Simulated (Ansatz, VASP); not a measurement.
**LiHF2: VASP beside Ansatz**

INCAR

```
SYSTEM = LiHF2
ALGO = Normal
EDIFF = 1E-6
ENCUT = 520
GGA = PS
ISIF = 2
ISMEAR = 0
LASPH = .TRUE.
LCHARG = .FALSE.
LREAL = .FALSE.
LWAVE = .FALSE.
NBANDS = 17
NELM = 100
PREC = Accurate
SIGMA = 0.1
```

The input KPOINTS:

```
k-points
0
G
  9 9 9
  0 0 0
```

POSCAR

```
LiHF2
1.0
    1.4669835874      0.8469633691      4.3666887241
   -1.4669835874      0.8469633691      4.3666887241
    0.0000000000     -1.6939267382      4.3666887241
Li H F
1 1 2
Direct
    0.0000000000      0.0000000000      0.0000000000
    0.5000000000      0.5000000000      0.5000000000
    0.4133018800      0.4133018800      0.4133018800
    0.5866981200      0.5866981200      0.5866981200
```

Input for Ansatz:

```yaml
crystal:
  lattice:
    - [1.4669835874, 0.8469633691, 4.3666887241]
    - [-1.4669835874, 0.8469633691, 4.3666887241]
    - [0.0, -1.6939267382, 4.3666887241]
  atoms:
    - { symbol: Li, position: [0.0, 0.0, 0.0] }
    - { symbol: H, position: [0.5, 0.5, 0.5] }
    - { symbol: F, position: [0.41330188, 0.41330188, 0.41330188] }
    - { symbol: F, position: [0.58669812, 0.58669812, 0.58669812] }
basis:
  ecutwfc: 420
kpoints:
  mp_grid: { grid: [9, 9, 9] }
hamiltonian:
  xc: pbesol
scf:
  occupations: { method: gaussian, width: 0.1 }
output:
  forces: true
  stress: true
  eigenvalues: true
```

The cell comes from a database or a generator and needn't be the stable form of this composition.

Alike in both runs: task single point; functional PBEsol; k mesh 9 × 9 × 9; occupations gaussian, width 0.1 eV; no spin polarisation.

|  | VASP | Ansatz |
| --- | --- | --- |
| version | VASP 6.6.1 | Ansatz 0.2.0 |
| potentials or method | VASP PAW PBE potentials, release 64 (Li_sv, H, F) | scalar-relativistic, plane waves, PAW |
| plane-wave cutoff (eV) | 520 | 420 |
| valence electrons in the cell | 18 | 18 |

```tsv
	VASP	Ansatz	Ansatz less VASP
gap on the k mesh at the Fermi level (eV)	8.28	8.30	+0.026
least direct gap on the mesh (eV)	8.48	8.50	+0.026
rms of the force components (eV/Å)	0.054	0.030	-0.0242
```

Atom by atom the forces differ by 0.024 eV/Å (rms over components). The functional is the same, so the differences come from potentials, cutoffs and numerics.

Caveats: the PAW data sets were made with another functional, which shifts forces and pressure a little (VASP); an odd mesh through Γ misses points on the zone boundary, where band edges often lie.
